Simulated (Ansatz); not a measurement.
In doubt: masses and optical values from hybrid runs of this build are listed as unsure (in some of the runs), which bears on the screening that GW takes from such a start.

Two G0W0 runs on InSe (GaSe-type monolayer).

The cell holds 4 atoms: 2 In and 2 Se. Its edges and angles: a = 4.085 Å, b = 4.085 Å, c = 33.900 Å, α = 90.0°, β = 90.0°, γ = 120.0°. Vacuum lies along c.

```xyz
4
Lattice="4.0851 0.0000 0.0000 -2.0425 3.5378 0.0000 0.0000 0.0000 33.9000" Properties=species:S:1:pos:R:3
In    0.0000    2.3585   18.3624
In    0.0000    2.3585   15.5376
Se    2.0425    1.1793   19.6365
Se    2.0425    1.1793   14.2635
```

The structure was relaxed with PBE. The runs that relaxed it are not among those shown.

The first (Ansatz 0.2.0; start HSE06, 6×6×1 mesh, 596 empty bands, screening to 66 eV, PAW set soft_1 files; 1 × NVIDIA H100 80GB HBM3 (shared by 6 runs) with 2 threads of AMD EPYC 7R13 (Zen 3), shared host) gave, on its mesh: starting gap 2.15 eV, G0W0 gap 3.05 eV, mean of 1 + 4πα/V (set by the cell height) 1.91, 1.9 min.

The second gave: starting gap 1.40 eV, G0W0 gap 2.63 eV, mean of 1 + 4πα/V (set by the cell height) 2.14, 1.9 min.

**Question.** What was changed in the input? Choose among start, files, mesh, bands and cutoff, frequency model or another key.

Changed: start from HSE06 to PBE and mesh from 6×6×1 to 9×9×1. A jump of this size in the start, with ε∞ moving the other way, marks another functional. Other changes could give like numbers; this is the one that was made.

Limits: not at the basis limit; coarse mesh for a sheet; no spin-orbit coupling.

[Paths, hosts, dates, memory and timing lines, banners, echoed tables and standing remarks are left out of the program output.]

[Logs are printed without paths, hosts, clocks, repeated set-up lines and the standing remarks that a program may print on its own settings, such as how far it seeks lower states.]

[Runs of the session that timed out or met a known fault of the program may be left out.]

[Cells called generated may have been cut or substituted from an entry of the Crystallography Open Database or the Materials Project.]

[Hosts, paths, dates, database ids (printed as entryN), source tags and the programs' standing remarks are cut or masked in the printed files.]
